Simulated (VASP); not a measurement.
Input of a VASP 6.6.1 run:

File INCAR:

```
SYSTEM = FeSi2
PREC = Accurate
ENCUT = 600
EDIFF = 1E-6
ISMEAR = 1
SIGMA = 0.1
LREAL = .False.
LASPH = .True.
NELM = 80
ALGO = Normal
ISIF = 3
LWAVE = .False.
LCHARG = .False.
METAGGA = R2SCAN
LMIXTAU = .True.
IBRION = 2
NSW = 90
EDIFFG = -0.01
```

File KPOINTS:

```
regular mesh
0
Gamma
  14 14 8
  0 0 0
```

POSCAR

```
FeSi2
1.0
    2.6840000000      0.0000000000      0.0000000000
    0.0000000000      2.6840000000      0.0000000000
    0.0000000000      0.0000000000      5.1280000000
Fe Si
1 2
Direct
    0.0000000000      0.0000000000      0.0000000000
    0.5000000000      0.5000000000      0.2700000000
    0.5000000000      0.5000000000      0.7300000000
```

Potentials or basis: VASP PAW PBE potentials, release 64 (Fe, Si).

Command:

```bash
$ cat potpaw_PBE.64/Fe/POTCAR potpaw_PBE.64/Si/POTCAR > POTCAR
$ mpirun -np 1 vasp_std > vasp.out
```

**Question.** What does it give for the band gap on the k mesh?

**Answer.** None (metal or under the smearing width).

**Question.** Predict the relaxed volume.

**Answer.** 12.23 Å³/atom.

**Question.** What does it give for the space group after relaxing (to 0.05 Å)?

**Answer.** P4/mmm (No. 123).

**Question.** Estimate the relaxed cell.

**Answer.** a = 2.682 Å, b = 2.682 Å, c = 5.103 Å, α = 90.00°, β = 90.00°, γ = 90.00°.

Step by step:
```csv
step,energy change (eV),largest force (eV/Å),pressure (GPa),volume (Å³)
1,0.0000,0.2279,-1.21,36.94
2,-0.0013,0.1145,1.38,36.45
3,-0.0031,0.0413,0.25,36.66
4,-0.0031,0.0380,-0.19,36.74
5,-0.0032,0.0043,0.00,36.69
```

Caveat: the PAW data sets were made with another functional, which shifts forces and pressure a little. Spin polarisation is off, so any magnetic state and its effect on volume and gap are missing.
